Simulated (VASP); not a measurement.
Write the native input for VASP 6.6.1 that does the following.

| Property | Result |
| --- | --- |
| Task | relaxation of cell and atoms |
| Functional | PBE |
| Dispersion | D3(BJ) |
| Potentials or basis | VASP PAW PBE potentials, release 64 (Ga_d, S) |
| Cutoff | 600 eV |
| k mesh | 9 × 9 × 2 |
| Occupations | gaussian, width 0.03 eV |
| Spin | no spin polarisation |
| Further INCAR settings | ALGO = Normal; EDIFF = 1e-06; IBRION = 2; EDIFFG = -0.01; NSW = 90; ISIF = 3 |

The structure of GaS lies in POSCAR:

```
GaS
1.0
    3.5850000000      0.0000000000      0.0000000000
   -1.7925000000      3.1047010726      0.0000000000
    0.0000000000      0.0000000000     15.5000000000
Ga S
4 4
Direct
    0.3333333333      0.6666666667      0.1700000000
    0.6666666667      0.3333333333      0.6700000000
    0.3333333333      0.6666666667      0.3300000000
    0.6666666667      0.3333333333      0.8300000000
    0.3333333333      0.6666666667      0.6000000000
    0.6666666667      0.3333333333      0.1000000000
    0.3333333333      0.6666666667      0.9000000000
    0.6666666667      0.3333333333      0.4000000000
```

The input as run:

INCAR

```
SYSTEM = GaS
PREC = Accurate
ENCUT = 600
EDIFF = 1E-6
ISMEAR = 0
SIGMA = 0.03
LREAL = .False.
LASPH = .True.
NELM = 80
ALGO = Normal
ISIF = 3
LWAVE = .False.
LCHARG = .False.
GGA = PE
IVDW = 12
IBRION = 2
NSW = 90
EDIFFG = -0.01
KPAR = 4
```

KPOINTS

```
regular mesh
0
Gamma
  9 9 2
  0 0 0
```

Potentials or basis: VASP PAW PBE potentials, release 64 (Ga_d, S).

Command:

```sh
$ cat potpaw_PBE.64/Ga_d/POTCAR potpaw_PBE.64/S/POTCAR > POTCAR
$ mpirun -np 4 vasp_std > vasp.out
```

It gave:

```json
{
 "Relaxed volume": "21.49 Å³/atom",
 "Relaxed cell": "a = 3.588 Å, b = 3.588 Å, c = 15.423 Å, α = 90.00°, β = 90.00°, γ = 120.00°",
 "Space group after relaxing (to 0.05 Å)": "P6_3/mmc (No. 194)",
 "Energy gained by relaxing": "0.9 meV/atom",
 "Ionic steps": "5",
 "Pressure after relaxing": "0.0 GPa",
 "Largest force after relaxing": "0.007 eV/Å",
 "Band gap on the k mesh": "1.57 eV, indirect (least direct gap 1.67 eV)",
 "Dispersion energy per atom": "-0.274 eV"
}
```

Caveat: an odd mesh through Γ misses points on the zone boundary, where band edges often lie.

It took 2.8 min on 4 MPI ranks on Intel(R) Xeon(R) 6975P-C (Granite Rapids), with other jobs on the host, peak memory 0.46 GiB a rank.
